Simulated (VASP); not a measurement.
# Al2Cu (I4/mcm) in VASP: notebook

Runs on Al2Cu. Level: PBE. Tasks: single point.

All numbers are computed with VASP 6.6.1; they aren't measurements. Logs are shortened: lines on timing, memory, paths and dates and some standing lists are left out, and cuts for length are marked.

## Step 1: The crystal as given

Symmetry: I4/mcm, No. 140, tetragonal system. Conventional cell: a = 5.998 Å, b = 5.998 Å, c = 4.785 Å, α = 90.00°, β = 90.00°, γ = 90.00°. Around Al (site symmetry m2m) lie 4 Cu at 2.56 Å and 3 Al at 2.69 to 2.85 Å. Around Cu (site symmetry 422) lie 2 Cu at 2.39 Å and 8 Al at 2.56 Å.

The cell is a database's computed one.

## Step 2: Single point, PBE

Contents of INCAR:

```
SYSTEM = Al2Cu
PREC = Accurate
ENCUT = 520
EDIFF = 1E-6
ISMEAR = 0
SIGMA = 0.1
LREAL = .False.
LASPH = .True.
NELM = 100
ALGO = Fast
ISIF = 2
LWAVE = .False.
LCHARG = .False.
GGA = PE
NBANDS = 26
```

Contents of KPOINTS:

```
Automatic mesh
0
Gamma
  6 6 6
  0 0 0
```

Contents of POSCAR:

```
Al2Cu
1.0
   -2.9988978291      2.9988978291      2.3927372905
    2.9988978291     -2.9988978291      2.3927372905
    2.9988978291      2.9988978291     -2.3927372905
Al Cu
4 2
Direct
    0.8413930800      0.6586069200      0.5000000000
    0.6586069200      0.1586069200      0.8172138300
    0.3413930800      0.8413930800      0.1827861700
    0.1586069200      0.3413930800      0.5000000000
    0.2500000000      0.2500000000      0.0000000000
    0.7500000000      0.7500000000      0.0000000000
```

Potentials or basis: VASP PAW PBE potentials, release 64 (Al, Cu).

On the command line:

```sh
$ cat potpaw_PBE.64/Al/POTCAR potpaw_PBE.64/Cu/POTCAR > POTCAR
$ mpirun -np 1 vasp_std > vasp.out
```

OUTCAR:

```text
SYSTEM = Al2Cu
   PREC = Accurate
   ENCUT = 520
   EDIFF = 1E-6
   ISMEAR = 0
   LREAL = .False.
   LASPH = .True.
   NELM = 100
   ISIF = 2
   GGA = PE

 ion  position               nearest neighbor table
   1  0.841  0.659  0.500-   5 2.56   6 2.56   6 2.56   5 2.56   4 2.69   4 2.85   4 2.85   3 3.06
                             2 3.06   2 3.06   3 3.06   3 3.19   2 3.19   3 3.19   2 3.19
   2  0.659  0.159  0.817-   5 2.56   6 2.56   5 2.56   6 2.56   3 2.69   3 2.85   3 2.85   4 3.06
                             1 3.06   1 3.06   4 3.06   1 3.19   4 3.19   1 3.19   4 3.19
   3  0.341  0.841  0.183-   5 2.56   6 2.56   5 2.56   6 2.56   2 2.69   2 2.85   2 2.85   4 3.06
                             1 3.06   1 3.06   4 3.06   4 3.19   1 3.19   1 3.19   4 3.19
   4  0.159  0.341  0.500-   6 2.56   5 2.56   5 2.56   6 2.56   1 2.69   1 2.85   1 2.85   3 3.06
                             2 3.06   2 3.06   3 3.06   3 3.19   2 3.19   2 3.19   3 3.19
   5  0.250  0.250  0.000-   6 2.39   6 2.39   1 2.56   4 2.56   1 2.56   4 2.56   2 2.56   3 2.56
                             2 2.56   3 2.56
   6  0.750  0.750  0.000-   5 2.39   5 2.39   4 2.56   1 2.56   4 2.56   1 2.56   3 2.56   2 2.56
                             3 2.56   2 2.56

  LATTYP: Found a body centered tetragonal cell.
 ALAT       =     5.9977956582
 C/A-ratio  =     0.7978722274

  Lattice vectors:

 A1 = (  -2.9988978291,   2.9988978291,   2.3927372905)
 A2 = (   2.9988978291,  -2.9988978291,   2.3927372905)
 A3 = (   2.9988978291,   2.9988978291,  -2.3927372905)

Analysis of symmetry for initial positions (statically):
=====================================================================
 Subroutine PRICEL returns:
 Original cell was already a primitive cell.

 Routine SETGRP: Setting up the symmetry group for a
 body centered tetragonal supercell.

 Subroutine GETGRP returns: Found 16 space group operations
 (whereof  8 operations were pure point group operations)
 out of a pool of 16 trial point group operations.

The static configuration has the point symmetry C_4h.
 The point group associated with its full space group is D_4h.

Analysis of symmetry for dynamics (positions and initial velocities):
=====================================================================
 Subroutine PRICEL returns:
 Original cell was already a primitive cell.

 Routine SETGRP: Setting up the symmetry group for a
 body centered tetragonal supercell.

 Subroutine GETGRP returns: Found 16 space group operations
 (whereof  8 operations were pure point group operations)
 out of a pool of 16 trial point group operations.

The dynamic configuration has the point symmetry C_4h.
 The point group associated with its full space group is D_4h.

 Subroutine INISYM returns: Found 16 space group operations
 (whereof  8 operations are pure point group operations),
 and found     1 'primitive' translations

----------------------------------------------------------------------------------------

                                     Primitive cell

  volume of cell :      86.0753

  direct lattice vectors                    reciprocal lattice vectors
    -2.998897829  2.998897829  2.392737290     0.000000000  0.166727921  0.208965690
     2.998897829 -2.998897829  2.392737290     0.166727921  0.000000000  0.208965690
     2.998897829  2.998897829 -2.392737290     0.166727921  0.166727921  0.000000000

  length of vectors
     4.869493621  4.869493621  4.869493621     0.267329122  0.267329122  0.235788887

  position of ions in fractional coordinates (direct lattice)
     0.841393080  0.658606920  0.500000000
     0.658606920  0.158606920  0.817213830
     0.341393080  0.841393080  0.182786170
     0.158606920  0.341393080  0.500000000
     0.250000000  0.250000000  0.000000000
     0.750000000  0.750000000  0.000000000

  ion indices of the primitive-cell ions
   primitive index   ion index
                 1           1
                 2           2
                 3           3
                 4           4
                 5           5
                 6           6

----------------------------------------------------------------------------------------

 KPOINTS: Automatic mesh

Automatic generation of k-mesh.
 Grid dimensions read from file:
 generate k-points for:    6    6    6

 Generating k-lattice:

  Cartesian coordinates                     Fractional coordinates (reciprocal lattice)
     0.000000000  0.027787987  0.034827615     0.166666667  0.000000000  0.000000000
     0.027787987  0.000000000  0.034827615     0.000000000  0.166666667  0.000000000
     0.027787987  0.027787987  0.000000000     0.000000000  0.000000000  0.166666667

  Length of vectors
     0.044554854  0.044554854  0.039298148

  Shift w.r.t. Gamma in fractional coordinates (k-lattice)
     0.000000000  0.000000000  0.000000000

 Subroutine IBZKPT returns following result:
 ===========================================

 Found     30 irreducible k-points:

 Following reciprocal coordinates:
            Coordinates               Weight
  0.000000  0.000000  0.000000      1.000000
  0.166667  0.000000 -0.000000      8.000000
  0.333333  0.000000 -0.000000      8.000000
  0.500000  0.000000  0.000000      4.000000
  0.166667  0.166667 -0.000000      8.000000
  0.333333  0.166667 -0.000000     16.000000
[... 16 lines left out ...]
 -0.333333 -0.333333  0.166667      8.000000
 -0.166667 -0.333333  0.166667      8.000000
 [... further k-points ...]
   k-points           NKPTS =     30   k-points in BZ     NKDIM =     30   number of bands    NBANDS=     26
   number of dos      NEDOS =    301   number of ions     NIONS =      6
   total plane-waves  NPLWV =  46656
   dimension x,y,z NGX =    36 NGY =   36 NGZ =   36
   dimension x,y,z NGXF=    72 NGYF=   72 NGZF=   72
   ions per type =               4   2
   NGX,Y,Z   is equivalent  to a cutoff of  12.29, 12.29, 12.29 a.u.
   NGXF,Y,Z  is equivalent  to a cutoff of  24.58, 24.58, 24.58 a.u.
 SYSTEM =  Al2Cu
   PREC   = accura    normal or accurate (medium, high low for compatibility)
   ISTART =      0    job   : 0-new  1-cont  2-samecut
   ICHARG =      2    charge: 1-file 2-atom 10-const
   ISPIN  =      1    spin polarized calculation?
   LNONCOLLINEAR =      F non collinear calculations
   LSORBIT =      F    spin-orbit coupling
   LASPH  =      T    aspherical Exc in radial PAW
   ENCUT  =  520.0 eV  38.22 Ry    6.18 a.u.   9.05  9.05  9.05*2*pi/ulx,y,z
   NELM   =    100;   NELMIN=  2; NELMDL= -5     # of ELM steps
   EDIFF  = 0.1E-05   stopping-criterion for ELM
   LREAL  =      F    real-space projection
   EDIFFG = 0.1E-04   stopping-criterion for IOM
   NSW    =      0    number of steps for IOM
   IBRION =     -1    ionic relax: 0-MD 1-quasi-New 2-CG
   NFREE  =      0    steps in history (QN), initial steepest desc. (CG)
   ISIF   =      2    stress and relaxation
   ISYM   =      2    0-nonsym 1-usesym 2-fastsym
   POTIM  = 0.5000    time-step for ionic-motion
   TEBEG  =    0.0;   TEEND  =   0.0 temperature during run
   PSTRESS=    0.0 pullay stress
   NELECT =      34.0000    total number of electrons
   NUPDOWN=      -1.0000    fix difference up-down
   EMIN   =  10.00;   EMAX   =-10.00  energy-range for DOS
   EFERMI =   0.00;   METHOD = LEGACY
   ISMEAR =     0;   SIGMA  =   0.10  broadening in eV -4-tet -1-fermi 0-gaus
   EFERMI_NEDOS =   21; number of points for ismear=-14 and -15
   IALGO  =     68    algorithm
   IMIX   =      4    mixing-type and parameters
     AMIX     =   0.40;   BMIX     =  1.00
     AMIX_MAG =   1.60;   BMIX_MAG =  1.00
  volume/ion in A,a.u.               =      14.35        96.81
  Fermi-wavevector in a.u.,A,eV,Ry     =   1.201181  2.269902 19.630964  1.442835
  Thomas-Fermi vector in A             =   2.336997
   LORBIT       =      0    0 simple, 1 ext, 2 COOP (PROOUT), +10 PAW based schemes
   GGA     = PE    functional components
   LHFCALC =     F    Hartree Fock is set to
   AEXX    =    0.0000 exact exchange contribution
   IVDW    =     0    specifies the selected vdW correction
   LEPSILON=     F    determine dielectric tensor
   LRPA    =     F    only Hartree local field effects (RPA)
 non-spin polarized calculation
 RMM-DIIS sequential band-by-band and
 Gauss-broadening in eV      SIGMA  =   0.10
  energy-cutoff  :      520.00
  volume of cell :       86.08
 maximum number of plane-waves:      2334
   NGX = 19   NGY = 19   NGZ = 19

 number of electron      34.0000017 magnetization

 Free energy of the ion-electron system (eV)
  ---------------------------------------------------
  ext. energy  EPLUGINS =         0.00000000
  ---------------------------------------------------
  free energy    TOTEN  =       -23.38185608 eV

  energy without entropy =      -23.36609000  energy(sigma->0) =      -23.37397304

 E-fermi :   8.3699     XC(G=0): -11.0174

 val. band max:        8.3553018866   @ k =  -0.3333   0.1667   0.0000
 cond. band min:       8.3708121978   @ k =   0.5000   0.3333  -0.0000
 fundamental gap:      0.0155103112
 Fermi energy:         8.3698623679

 k-point     1 :       0.0000    0.0000    0.0000
  band No.  band energies     occupation
      1      -2.6193      2.00000
      2       2.9021      2.00000
      3       3.1101      2.00000
      4       3.1110      2.00000
      5       3.1110      2.00000
      6       4.0527      2.00000
[... 18 lines left out ...]
     25      13.7049      0.00000
     26      14.3256      0.00000

 k-point     2 :       0.1667    0.0000   -0.0000
  band No.  band energies     occupation
      1      -2.3203      2.00000
      2       2.8800      2.00000
      3       3.0050      2.00000
      4       3.0980      2.00000
      5       3.1781      2.00000
      6       3.9958      2.00000
[... 18 lines left out ...]
     25      14.0401      0.00000
[... 608 lines left out ...]
     25      15.1012      0.00000
     26      16.9789      0.00000

 k-point    24 :      -0.1667   -0.3333    0.1667
  band No.  band energies     occupation
      1      -0.8822      2.00000
      2       1.6400      2.00000
      3       2.5169      2.00000
      4       2.8603      2.00000
      5       3.4405      2.00000
      6       3.4915      2.00000
[... 18 lines left out ...]
     25      15.8801      0.00000
     26      15.9344      0.00000

 [... further k-points ...]

------------------------ aborting loop because EDIFF is reached ----------------------------------------

  FORCE on cell =-STRESS in cart. coord.  units (eV):
  Direction    XX          YY          ZZ          XY          YZ          ZX
  --------------------------------------------------------------------------------------
  -------------------------------------------------------------------------------------
  Total        1.7682595      1.7682595      3.8136116      0.0000000      0.0000000      0.0000000
  in kB       32.9138157     32.9138157     70.9853441      0.0000000      0.0000000      0.0000000
  external PRESSURE =      45.6043252 kB  Pullay stress =       0.0000000 kB

 VOLUME and BASIS-vectors are now :
 -----------------------------------------------------------------------------
  energy-cutoff  :      520.00
  volume of cell :       86.08
      direct lattice vectors                 reciprocal lattice vectors
    -2.998897829  2.998897829  2.392737290     0.000000000  0.166727921  0.208965690
     2.998897829 -2.998897829  2.392737290     0.166727921  0.000000000  0.208965690
     2.998897829  2.998897829 -2.392737290     0.166727921  0.166727921  0.000000000

 POSITION                                       TOTAL-FORCE (eV/Angst)
 -----------------------------------------------------------------------------------
      0.95129      2.04761      2.39274        -0.037637      0.037637     -0.000000
      0.95129      3.95019      0.00000        -0.037637     -0.037637      0.000000
      2.04761     -0.95129      2.39274         0.037637      0.037637     -0.000000
      2.04761      0.95129      0.00000         0.037637     -0.037637     -0.000000
      0.00000      0.00000      1.19637         0.000000      0.000000     -0.000000
      0.00000      0.00000      3.58911         0.000000      0.000000     -0.000000
 -----------------------------------------------------------------------------------
    total drift:                                0.000000     -0.000000      0.000000

  FREE ENERGIE OF THE ION-ELECTRON SYSTEM (eV)
  ---------------------------------------------------
  free  energy   TOTEN  =       -23.3818560823 eV

  energy  without entropy=      -23.3660899998  energy(sigma->0) =      -23.37397304
```

Wall time 74 s (1 thread of Intel Xeon Platinum 8488C (Sapphire Rapids), shared host); peak memory 0.23 GiB.

Results:

```yaml
Free_energy: -23.3819 eV
Pressure: 4.6 GPa
Largest_force: 0.053 eV/Å
Band_gap_on_the_k_mesh: none (metal or under the smearing width)
```

Forces in eV/Å, atoms in the order of the input:
```
Al  -0.038  0.038  0.000
Al  -0.038 -0.038  0.000
Al   0.038  0.038  0.000
Al   0.038 -0.038  0.000
Cu   0.000  0.000  0.000
Cu   0.000  0.000  0.000
```

Stress tensor (GPa, compression positive):
```
3.29 0.00 0.00
0.00 3.29 0.00
0.00 0.00 7.10
```

## Step 3: Single point, PBE

This run uses another cell than the first one, of 15.05 Å³/atom, 1.049 times its volume.

Contents of INCAR:

```
ALGO = Fast
EDIFF = 1E-7
ENCUT = 520
GGA = PE
ISIF = 2
ISMEAR = 0
LASPH = True
LCHARG = True
LELF = True
LREAL = False
LVHAR = True
LWAVE = False
NBANDS = 26
NELM = 100
PREC = Accurate
SIGMA = 0.1
```

Contents of KPOINTS:

```
k-points
0
Gamma
  10 10 10
```

Contents of POSCAR:

```
Al2Cu
1.0
   -3.0362530751      3.0362530751      2.4495180916
    3.0362530751     -3.0362530751      2.4495180916
    3.0362530751      3.0362530751     -2.4495180916
Al Cu
4 2
Direct
    0.8413053791      0.6586946209      0.5000000000
    0.6586946209      0.1586946209      0.8173892418
    0.3413053791      0.8413053791      0.1826107582
    0.1586946209      0.3413053791      0.5000000000
    0.2500000000      0.2500000000      0.0000000000
    0.7500000000      0.7500000000      0.0000000000
```

Potentials or basis: VASP PAW PBE potentials, release 64 (Al, Cu).

On the command line:

```sh
$ cat potpaw_PBE.64/Al/POTCAR potpaw_PBE.64/Cu/POTCAR > POTCAR
$ mpirun -np 1 vasp_std > vasp.out
```

It took 5.9 min on 1 thread of Intel Xeon Platinum 8488C (Sapphire Rapids), shared host; peak memory 0.38 GiB.

The run converged. Its results:

```
Free energy            : -23.3877 eV
Pressure               : -0.8 GPa
Largest force          : 0.004 eV/Å
Band gap on the k mesh : none (metal or under the smearing width)
```

Forces in eV/Å, atoms in the order of the input:
```
Al   0.003 -0.003  0.000
Al   0.003  0.003  0.000
Al  -0.003 -0.003  0.000
Al  -0.003  0.003  0.000
Cu   0.000  0.000  0.000
Cu   0.000  0.000  0.000
```

Levels at points of the mesh, in eV from the Fermi level:
| k point | band 14 | band 15 | band 16 | band 17 | band 18 | band 19 | band 20 | band 21 |
| --- | --- | --- | --- | --- | --- | --- | --- | --- |
| (0.00, 0.00, 0.00) | -1.91 | -1.31 | -1.15 | -1.15 | -0.80 | -0.39 | 0.10 | 1.40 |
| (0.50, 0.00, 0.00) | -3.02 | -2.55 | -2.55 | 0.25 | 0.25 | 4.03 | 4.03 | 4.31 |
| (0.50, 0.50, 0.00) | -2.74 | -1.38 | -1.24 | -0.99 | -0.66 | 0.80 | 1.26 | 4.65 |
| (0.50, 0.50, 0.50) | -3.17 | -3.17 | -1.80 | 2.55 | 2.98 | 2.98 | 3.32 | 3.96 |
